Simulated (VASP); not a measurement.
A run of VASP 6.6.1 is set up as follows.

INCAR

```
SYSTEM = BaZrO3
PREC = Accurate
ENCUT = 520
EDIFF = 1E-6
ISMEAR = -1
SIGMA = 0.02
LREAL = .False.
LASPH = .True.
NELM = 100
ALGO = Normal
ISIF = 2
LWAVE = .False.
LCHARG = .True.
GGA = PE
LELF = .True.
LVHAR = .True.
NBANDS = 28
```

Contents of KPOINTS:

```
Automatic mesh
0
Gamma
  5 5 5
  0 0 0
```

POSCAR

```
BaZrO3
1.0
    4.1913400000      0.0000000000      0.0000000000
    0.0000000000      4.1913400000      0.0000000000
    0.0000000000      0.0000000000      4.1913400000
Ba Zr O
1 1 3
Direct
    0.0000000000      0.0000000000      0.0000000000
    0.5000000000      0.5000000000      0.5000000000
    0.0000000000      0.5000000000      0.5000000000
    0.5000000000      0.0000000000      0.5000000000
    0.5000000000      0.5000000000      0.0000000000
```

Potentials or basis: VASP PAW PBE potentials, release 64 (Ba_sv, Zr_sv, O).

The run is started by

```sh
$ cat potpaw_PBE.64/Ba_sv/POTCAR potpaw_PBE.64/Zr_sv/POTCAR potpaw_PBE.64/O/POTCAR > POTCAR
$ mpirun -np 1 vasp_std > vasp.out
```

Q: What does it give for the band gap on the k mesh?

A: 3.29 eV, indirect (least direct gap 3.41 eV).

Q: What does it give for the pressure?

A: 5.1 GPa.

Caveat: spin-orbit coupling is left out, which moves the levels of the heavy elements; an odd mesh through Γ misses points on the zone boundary, where band edges often lie.
